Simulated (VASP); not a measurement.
# MgSn2N2 (P-3m1) in VASP: notebook

Runs on MgSn2N2. Level: PBE. Tasks: equation of state.

All numbers are computed with VASP 6.6.1; they aren't measurements. Logs are shortened: lines on timing, memory, paths and dates and some standing lists are left out, and cuts for length are marked.

## 1. Starting point

It takes space group P-3m1 (No. 164, trigonal). The conventional cell has a = 3.254 Å, b = 3.254 Å, c = 9.059 Å, α = 90.00°, β = 90.00°, γ = 120.00°. Mg (site symmetry -3m) has 6 N at 2.29 Å as nearest neighbours. Sn (site symmetry 3m) has 3 N at 2.29 Å as nearest neighbours. N (site symmetry 3m) is surrounded by 3 Sn at 2.29 Å and 3 Mg at 2.29 Å.

The cell was built by a generator and needn't be a form met in nature.

## 2. Equation of state, PBE, 16.62 Å³/atom

File INCAR:

```
SYSTEM = MgSn2N2
ALGO = Normal ; EDIFF = 1E-6
EDIFFG = -0.02 ; ENCUT = 520
GGA = PE ; IBRION = 2
ISIF = 4 ; ISMEAR = 0
LASPH = .TRUE. ; LCHARG = .FALSE.
LREAL = .FALSE. ; LWAVE = .FALSE.
NELM = 100 ; NSW = 30
PREC = Accurate ; SIGMA = 0.03
```

File KPOINTS:

```
k-points
0
G
  8 8 4
  0 0 0
```

File POSCAR:

```
MgSn2N2
1.0
    3.2541880000      0.0000000000      0.0000000000
   -1.6270940000      2.8182100000      0.0000000000
    0.0000000000      0.0000000000      9.0593500000
Mg Sn N
1 2 2
Direct
    0.0000000000      0.0000000000      0.0000000000
    0.6666670000      0.3333330000      0.2895030000
    0.3333330000      0.6666670000      0.7104970000
    0.6666670000      0.3333330000      0.8546010000
    0.3333330000      0.6666670000      0.1453990000
```

Potentials or basis: VASP PAW PBE potentials, release 64 (Mg, Sn_d, N).

Started as:

```console
$ cat potpaw_PBE.64/Mg/POTCAR potpaw_PBE.64/Sn_d/POTCAR potpaw_PBE.64/N/POTCAR > POTCAR
$ mpirun -np 1 vasp_std > vasp.out
```

OUTCAR:

```text
SYSTEM = MgSn2N2
   EDIFF = 1E-6
   EDIFFG = -0.02
   ENCUT = 520
   GGA = PE
   IBRION = 2
   ISIF = 4
   ISMEAR = 0
   LASPH = .TRUE.
   LREAL = .FALSE.
   NELM = 100
   NSW = 30
   PREC = Accurate

 ion  position               nearest neighbor table
   1  0.000  0.000  0.000-   4 2.29   5 2.29   4 2.29   5 2.29   4 2.29   5 2.29   2 3.23   3 3.23
                             3 3.23   2 3.23   2 3.23   3 3.23
   2  0.667  0.333  0.290-   5 2.29   5 2.29   5 2.29   1 3.23   1 3.23   1 3.23
   3  0.333  0.667  0.710-   4 2.29   4 2.29   4 2.29   1 3.23   1 3.23   1 3.23
   4  0.667  0.333  0.855-   3 2.29   3 2.29   3 2.29   1 2.29   1 2.29   1 2.29
   5  0.333  0.667  0.145-   2 2.29   2 2.29   2 2.29   1 2.29   1 2.29   1 2.29

  LATTYP: Found a hexagonal cell.
 ALAT       =     3.2541880000
 C/A-ratio  =     2.7839049250

  Lattice vectors:

 A1 = (   3.2541880000,   0.0000000000,   0.0000000000)
 A2 = (  -1.6270940000,   2.8182100000,   0.0000000000)
 A3 = (   0.0000000000,   0.0000000000,   9.0593500000)

Analysis of symmetry for initial positions (statically):
=====================================================================
 Subroutine PRICEL returns:
 Original cell was already a primitive cell.

 Routine SETGRP: Setting up the symmetry group for a
 hexagonal supercell.

 Subroutine GETGRP returns: Found 12 space group operations
 (whereof 12 operations were pure point group operations)
 out of a pool of 24 trial point group operations.

The static configuration has the point symmetry D_3d.

Analysis of symmetry for dynamics (positions and initial velocities):
=====================================================================
 Subroutine PRICEL returns:
 Original cell was already a primitive cell.

 Routine SETGRP: Setting up the symmetry group for a
 hexagonal supercell.

 Subroutine GETGRP returns: Found 12 space group operations
 (whereof 12 operations were pure point group operations)
 out of a pool of 24 trial point group operations.

The dynamic configuration has the point symmetry D_3d.

 Subroutine INISYM returns: Found 12 space group operations
 (whereof 12 operations are pure point group operations),
 and found     1 'primitive' translations

----------------------------------------------------------------------------------------

                                     Primitive cell

  volume of cell :      83.0832

[... 97 lines left out ...]
   NSW    =     30    number of steps for IOM
   IBRION =      2    ionic relax: 0-MD 1-quasi-New 2-CG
   NFREE  =      1    steps in history (QN), initial steepest desc. (CG)
   ISIF   =      4    stress and relaxation
   ISYM   =      2    0-nonsym 1-usesym 2-fastsym
   POTIM  = 0.5000    time-step for ionic-motion
   TEBEG  =    0.0;   TEEND  =   0.0 temperature during run
   PSTRESS=    0.0 pullay stress
   NELECT =      40.0000    total number of electrons
   NUPDOWN=      -1.0000    fix difference up-down
   EMIN   =  10.00;   EMAX   =-10.00  energy-range for DOS
   EFERMI =   0.00;   METHOD = LEGACY
   ISMEAR =     0;   SIGMA  =   0.03  broadening in eV -4-tet -1-fermi 0-gaus
   EFERMI_NEDOS =   21; number of points for ismear=-14 and -15
   IALGO  =     38    algorithm
   IMIX   =      4    mixing-type and parameters
     AMIX     =   0.40;   BMIX     =  1.00
     AMIX_MAG =   1.60;   BMIX_MAG =  1.00
  volume/ion in A,a.u.               =      16.62       112.13
  Fermi-wavevector in a.u.,A,eV,Ry     =   1.283090  2.424689 22.399546  1.646320
  Thomas-Fermi vector in A             =   2.415363
   LORBIT       =      0    0 simple, 1 ext, 2 COOP (PROOUT), +10 PAW based schemes
   GGA     = PE    functional components
   LHFCALC =     F    Hartree Fock is set to
   AEXX    =    0.0000 exact exchange contribution
   IVDW    =     0    specifies the selected vdW correction
   LEPSILON=     F    determine dielectric tensor
   LRPA    =     F    only Hartree local field effects (RPA)
 conjugate gradient relaxation of ions
 non-spin polarized calculation
 Gauss-broadening in eV      SIGMA  =   0.03
  energy-cutoff  :      520.00
  volume of cell :       83.08
 maximum number of plane-waves:      2260
   NGX = 13   NGY = 13   NGZ = 33

 number of electron      40.0000003 magnetization

 Free energy of the ion-electron system (eV)
  ---------------------------------------------------
  ext. energy  EPLUGINS =         0.00000000
  ---------------------------------------------------
  free energy    TOTEN  =       -26.49972964 eV

  energy without entropy =      -26.49972964  energy(sigma->0) =      -26.49972964

 E-fermi :   6.5193     XC(G=0): -10.3772

 val. band max:        6.3490353929   @ k =   0.0000   0.0000   0.0000
 cond. band min:       7.2085262438   @ k =   0.5000   0.0000   0.2500
 fundamental gap:      0.8594908509
 Fermi energy:         6.5193314373

 k-point     1 :       0.0000    0.0000    0.0000
  band No.  band energies     occupation
      1     -14.5983      2.00000
      2     -14.5983      2.00000
      3     -14.5980      2.00000
      4     -14.5980      2.00000
      5     -14.5125      2.00000
      6     -14.5068      2.00000
[... 637 lines left out ...]
     23       9.8690      0.00000
     24      10.6789      0.00000

 [... further k-points ...]

------------------------ aborting loop because EDIFF is reached ----------------------------------------

  FORCE on cell =-STRESS in cart. coord.  units (eV):
  Direction    XX          YY          ZZ          XY          YZ          ZX
  --------------------------------------------------------------------------------------
  -------------------------------------------------------------------------------------
  Total        0.0124179      0.0124179     -0.0019789      0.0000000      0.0000000      0.0000000
  in kB        0.2394668      0.2394669     -0.0381608      0.0000000      0.0000000      0.0000000
  external PRESSURE =       0.1469243 kB  Pullay stress =       0.0000000 kB

 VOLUME and BASIS-vectors are now :
 -----------------------------------------------------------------------------
  energy-cutoff  :      520.00
  volume of cell :       83.08
      direct lattice vectors                 reciprocal lattice vectors
     3.254188000  0.000000000  0.000000000     0.307296321  0.177417581  0.000000000
    -1.627094000  2.818210000  0.000000000     0.000000000  0.354835161  0.000000000
     0.000000000  0.000000000  9.059350000     0.000000000  0.000000000  0.110383195

 POSITION                                       TOTAL-FORCE (eV/Angst)
 -----------------------------------------------------------------------------------
      0.00000      0.00000      0.00000        -0.000000      0.000000      0.000000
      1.62710      0.93940      2.62271        -0.000000     -0.000000     -0.003705
     -0.00000      1.87881      6.43664         0.000000      0.000000      0.003705
      1.62710      0.93940      7.74213         0.000000      0.000000     -0.001440
     -0.00000      1.87881      1.31722        -0.000000      0.000000      0.001440
 -----------------------------------------------------------------------------------
    total drift:                                0.000000     -0.000000      0.000000

  FREE ENERGIE OF THE ION-ELECTRON SYSTEM (eV)
  ---------------------------------------------------
  free  energy   TOTEN  =       -26.4997296365 eV

  energy  without entropy=      -26.4997296365  energy(sigma->0) =      -26.49972964

 reached required accuracy - stopping structural energy minimisation
```

OSZICAR:

```text
N       E                     dE             d eps       ncg     rms          rms(c)
DAV:   1     0.380111127805E+03    0.38011E+03   -0.20647E+04  1696   0.236E+03
DAV:   2     0.252022573892E+02   -0.35491E+03   -0.34980E+03  1800   0.552E+02
DAV:   3    -0.289561599985E+02   -0.54158E+02   -0.53079E+02  2064   0.187E+02
DAV:   4    -0.313179567831E+02   -0.23618E+01   -0.23589E+01  1960   0.435E+01
DAV:   5    -0.313881486820E+02   -0.70192E-01   -0.70178E-01  2216   0.747E+00    0.122E+01
DAV:   6    -0.266392090170E+02    0.47489E+01   -0.39147E+01  2616   0.449E+01    0.584E+00
DAV:   7    -0.265287113959E+02    0.11050E+00   -0.36457E+00  1744   0.114E+01    0.314E+00
DAV:   8    -0.265185368434E+02    0.10175E-01   -0.70446E-01  2400   0.460E+00    0.118E+00
DAV:   9    -0.264999375390E+02    0.18599E-01   -0.13398E-01  2440   0.241E+00    0.316E-01
DAV:  10    -0.265006871700E+02   -0.74963E-03   -0.36182E-02  2168   0.124E+00    0.218E-01
DAV:  11    -0.265000802549E+02    0.60692E-03   -0.26903E-03  1952   0.391E-01    0.155E-01
DAV:  12    -0.264997670164E+02    0.31324E-03   -0.41891E-03  2296   0.363E-01    0.584E-02
DAV:  13    -0.264997464898E+02    0.20527E-04   -0.22698E-04  1872   0.106E-01    0.404E-02
DAV:  14    -0.264997406388E+02    0.58511E-05   -0.89845E-06  2056   0.248E-02    0.307E-02
DAV:  15    -0.264997317709E+02    0.88679E-05   -0.16993E-05  1720   0.266E-02    0.137E-02
DAV:  16    -0.264997295959E+02    0.21750E-05   -0.12416E-05  1904   0.214E-02    0.940E-04
DAV:  17    -0.264997296365E+02   -0.40551E-07   -0.44888E-07   928   0.625E-03
   1 F= -.26499730E+02 E0= -.26499730E+02  d E =-.264997E+02
```

CONTCAR:

```text
MgSn2N2
   1.00000000000000
     3.2541880000000001    0.0000000000000000    0.0000000000000000
    -1.6270940000000000    2.8182100000000001    0.0000000000000000
     0.0000000000000000    0.0000000000000000    9.0593500000000002
  Mg              Sn              N
     1     2     2
Direct
     0.0000000000000000    0.0000000000000000    0.0000000000000000
     0.6666669999999968    0.3333330000000032    0.2895030000000034
     0.3333330000000032    0.6666669999999968    0.7104969999999966
     0.6666669999999968    0.3333330000000032    0.8546010000000024
     0.3333330000000032    0.6666669999999968    0.1453989999999976

  0.00000000E+00  0.00000000E+00  0.00000000E+00
  0.00000000E+00  0.00000000E+00  0.00000000E+00
  0.00000000E+00  0.00000000E+00  0.00000000E+00
  0.00000000E+00  0.00000000E+00  0.00000000E+00
  0.00000000E+00  0.00000000E+00  0.00000000E+00
```

Run time: 38 s. Hardware: 1 thread of Intel Xeon Platinum 8488C (Sapphire Rapids), shared host; peak memory 0.23 GiB.

Results:

```
Free energy            : -26.4997 eV
Pressure               : 0.0 GPa
Largest force          : 0.004 eV/Å
Band gap on the k mesh : 0.86 eV, indirect (least direct gap 1.46 eV)
```

Caveat: spin-orbit coupling is left out, which moves the levels of the heavy elements.

## 3. Equation of state, PBE, 16.12 Å³/atom (volume scaled by 0.97)

INCAR is that of step 2.

KPOINTS is that of step 2.

Changes to POSCAR since step 2:

```diff
@@ -2,5 +2,5 @@
 1.0
-    3.2541880000      0.0000000000      0.0000000000
-   -1.6270940000      2.8182100000      0.0000000000
-    0.0000000000      0.0000000000      9.0593500000
+    3.2213151666      0.0000000000      0.0000000000
+   -1.6106575833      2.7897412859      0.0000000000
+    0.0000000000      0.0000000000      8.9678351573
 Mg Sn N
```

Potentials or basis: VASP PAW PBE potentials, release 64 (Mg, Sn_d, N).

Started as:

```console
$ cat potpaw_PBE.64/Mg/POTCAR potpaw_PBE.64/Sn_d/POTCAR potpaw_PBE.64/N/POTCAR > POTCAR
$ mpirun -np 1 vasp_std > vasp.out
```

Run time: 2.4 min. Hardware: 1 thread of Intel Xeon Platinum 8488C (Sapphire Rapids), shared host; peak memory 0.24 GiB.

The run converged. Its results:

```
Free energy            : -26.4918 eV
Pressure               : 0.8 GPa
Largest force          : 0.006 eV/Å
Band gap on the k mesh : 0.75 eV, indirect (least direct gap 1.38 eV)
```

Caveat: spin-orbit coupling is left out, which moves the levels of the heavy elements.

## 4. Equation of state, PBE, 17.12 Å³/atom (volume scaled by 1.03)

INCAR is that of step 3.

KPOINTS is that of step 3.

Changes to POSCAR since step 3:

```diff
@@ -2,5 +2,5 @@
 1.0
-    3.2213151666      0.0000000000      0.0000000000
-   -1.6106575833      2.7897412859      0.0000000000
-    0.0000000000      0.0000000000      8.9678351573
+    3.2864097787      0.0000000000      0.0000000000
+   -1.6432048894      2.8461148841      0.0000000000
+    0.0000000000      0.0000000000      9.1490523684
 Mg Sn N
```

Started as:

```console
$ cat potpaw_PBE.64/Mg/POTCAR potpaw_PBE.64/Sn_d/POTCAR potpaw_PBE.64/N/POTCAR > POTCAR
$ mpirun -np 1 vasp_std > vasp.out
```

It took 2.8 min on 1 thread of Intel Xeon Platinum 8488C (Sapphire Rapids), shared host; peak memory 0.24 GiB.

The run converged. Its results:

```yaml
Free_energy: -26.4974 eV
Pressure: -0.5 GPa
Largest_force: 0.013 eV/Å
Band_gap_on_the_k_mesh: 0.96 eV, indirect (least direct gap 1.56 eV)
```

Caveat: spin-orbit coupling is left out, which moves the levels of the heavy elements.

## 5. Equation of state, PBE, 15.62 Å³/atom (volume scaled by 0.94)

INCAR is that of step 4.

KPOINTS is that of step 4.

Changes to POSCAR since step 4:

```diff
@@ -2,5 +2,5 @@
 1.0
-    3.2864097787      0.0000000000      0.0000000000
-   -1.6432048894      2.8461148841      0.0000000000
-    0.0000000000      0.0000000000      9.1490523684
+    3.1877573599      0.0000000000      0.0000000000
+   -1.5938786800      2.7606793674      0.0000000000
+    0.0000000000      0.0000000000      8.8744134140
 Mg Sn N
```

Started as:

```console
$ cat potpaw_PBE.64/Mg/POTCAR potpaw_PBE.64/Sn_d/POTCAR potpaw_PBE.64/N/POTCAR > POTCAR
$ mpirun -np 1 vasp_std > vasp.out
```

Run time: 3 min. Hardware: 1 thread of Intel Xeon Platinum 8488C (Sapphire Rapids), shared host; peak memory 0.23 GiB.

Results (log left out):

| Item | Value |
| --- | --- |
| Free energy | -26.4660 eV |
| Pressure | 2.3 GPa |
| Largest force | 0.017 eV/Å |
| Band gap on the k mesh | 0.69 eV, indirect (least direct gap 1.37 eV) |

Caveat: spin-orbit coupling is left out, which moves the levels of the heavy elements.

## 6. Equation of state, PBE, 17.61 Å³/atom (volume scaled by 1.06)

INCAR is that of step 5.

KPOINTS is that of step 5.

Changes to POSCAR since step 5:

```diff
@@ -2,5 +2,5 @@
 1.0
-    3.1877573599      0.0000000000      0.0000000000
-   -1.5938786800      2.7606793674      0.0000000000
-    0.0000000000      0.0000000000      8.8744134140
+    3.3180118114      0.0000000000      0.0000000000
+   -1.6590059057      2.8734830523      0.0000000000
+    0.0000000000      0.0000000000      9.2370294228
 Mg Sn N
```

Potentials or basis: VASP PAW PBE potentials, release 64 (Mg, Sn_d, N).

Started as:

```console
$ cat potpaw_PBE.64/Mg/POTCAR potpaw_PBE.64/Sn_d/POTCAR potpaw_PBE.64/N/POTCAR > POTCAR
$ mpirun -np 1 vasp_std > vasp.out
```

Run time: 5.4 min. Hardware: 1 thread of Intel Xeon Platinum 8488C (Sapphire Rapids), shared host; peak memory 0.27 GiB.

The run converged. Its results:

| Item | Value |
| --- | --- |
| Free energy | -26.4907 eV |
| Pressure | -0.7 GPa |
| Largest force | 0.019 eV/Å |
| Band gap on the k mesh | 1.03 eV, indirect (least direct gap 1.66 eV) |

Caveat: spin-orbit coupling is left out, which moves the levels of the heavy elements.

## 7. Equation of state, PBE, 15.12 Å³/atom (volume scaled by 0.91)

INCAR is that of step 6.

KPOINTS is that of step 6.

Changes to POSCAR since step 6:

```diff
@@ -2,5 +2,5 @@
 1.0
-    3.3180118114      0.0000000000      0.0000000000
-   -1.6590059057      2.8734830523      0.0000000000
-    0.0000000000      0.0000000000      9.2370294228
+    3.1534777423      0.0000000000      0.0000000000
+   -1.5767388712      2.7309923423      0.0000000000
+    0.0000000000      0.0000000000      8.7789822177
 Mg Sn N
```

Started as:

```console
$ cat potpaw_PBE.64/Mg/POTCAR potpaw_PBE.64/Sn_d/POTCAR potpaw_PBE.64/N/POTCAR > POTCAR
$ mpirun -np 1 vasp_std > vasp.out
```

Run time: 3.9 min. Hardware: 1 thread of Intel Xeon Platinum 8488C (Sapphire Rapids), shared host; peak memory 0.22 GiB.

Results (log left out):

```yaml
Free_energy: -26.4124 eV
Pressure: 4.3 GPa
Largest_force: 0.019 eV/Å
Band_gap_on_the_k_mesh: 0.55 eV, indirect (least direct gap 1.36 eV)
```

Caveat: spin-orbit coupling is left out, which moves the levels of the heavy elements.

## 8. Equation of state, PBE, 18.11 Å³/atom (volume scaled by 1.09)

INCAR is that of step 7.

KPOINTS is that of step 7.

Changes to POSCAR since step 7:

```diff
@@ -2,5 +2,5 @@
 1.0
-    3.1534777423      0.0000000000      0.0000000000
-   -1.5767388712      2.7309923423      0.0000000000
-    0.0000000000      0.0000000000      8.7789822177
+    3.3490230650      0.0000000000      0.0000000000
+   -1.6745115325      2.9003395907      0.0000000000
+    0.0000000000      0.0000000000      9.3233618045
 Mg Sn N
```

Started as:

```console
$ cat potpaw_PBE.64/Mg/POTCAR potpaw_PBE.64/Sn_d/POTCAR potpaw_PBE.64/N/POTCAR > POTCAR
$ mpirun -np 1 vasp_std > vasp.out
```

Run time: 9.1 min. Hardware: 1 thread of Intel Xeon Platinum 8488C (Sapphire Rapids), shared host; peak memory 0.27 GiB.

The run converged. Its results:

| Quantity | Value |
| --- | --- |
| Free energy | -26.4834 eV |
| Pressure | -0.7 GPa |
| Largest force | 0.020 eV/Å |
| Band gap on the k mesh | 1.07 eV, indirect (least direct gap 1.64 eV) |

Caveat: spin-orbit coupling is left out, which moves the levels of the heavy elements.
